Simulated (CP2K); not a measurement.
Runs of CP2K 2026.2 on TiC. The structure is cubic, space group Fm-3m (No. 225). Conventional cell: a = 4.331 Å, b = 4.331 Å, c = 4.331 Å, α = 90.00°, β = 90.00°, γ = 90.00°. Around Ti (site symmetry m-3m) lie 6 C at 2.17 Å. Around C (site symmetry m-3m) lie 6 Ti at 2.17 Å. The cell is a database's computed one.

| task | level | potentials or basis | smearing | EPS_DEFAULT | NGRIDS | points a segment of the path (NPOINTS) | bands added on the path | CUTOFF of the grids | gap on the mesh (eV) | pressure (GPa) | V0 of scaled cells (Å³/atom) | B0 (GPa) |
| --- | --- | --- | --- | --- | --- | --- | --- | --- | --- | --- | --- | --- |
| band structure | PBEsol | POTENTIAL_UZH Ti GTH-PBE-q12, C GTH-PBE-q4; TZVP-MOLOPT-PBE-GTH basis | fermi-dirac 0.01 eV | 1.0E-9 | 5 | 6 | 4 | 450 Ry | none | -5.5 | - | - |
| equation of state | PBEsol | POTENTIAL_UZH Ti GTH-PBE-q12, C GTH-PBE-q4; TZVP-MOLOPT-PBE-GTH basis | fermi-dirac 0.1 eV | 1.0E-9 | 4 | - | - | 450 Ry | - | - | 9.94 | 268 |
| single point | PBE | POTENTIAL_UZH Ti GTH-PBE-q12, C GTH-PBE-q4; TZVP-MOLOPT-PBE-GTH basis | fermi-dirac 0.05 eV | 1.0E-10 | 4 | - | - | 450 Ry | none | 0.8 | - | - |
| equation of state | LDA | GTH_POTENTIALS Ti GTH-PADE-q12, C GTH-PADE-q4; TZVP-MOLOPT-PBE-GTH basis | fermi-dirac 0.05 eV | 1.0E-9 | 4 | - | - | 450 Ry | - | - | (a) | (b) |
| band structure | r2SCAN | POTENTIAL_UZH Ti GTH-SCAN-q12, C GTH-SCAN-q4; TZVP-MOLOPT-SCAN-GTH basis | fermi-dirac 0.1 eV | 1.0E-9 | 5 | 6 | 4 | 675 Ry | none | 0.4 | - | - |

Alike in all rows: no spin polarisation; cell as given; k mesh 11 × 11 × 11.

Problem. Fill in the values left out.

Solution. (a) 9.68; (b) 286.

Caveats: the basis of atomic orbitals isn't converged, which shifts pressures, moduli and gaps; the potentials were made for another functional, which shifts forces and pressure (some runs).

A k mesh can miss the band edges.

A gap of «none» marks a metal or a gap under the smearing width.

Not every run made on this cell is shown here.
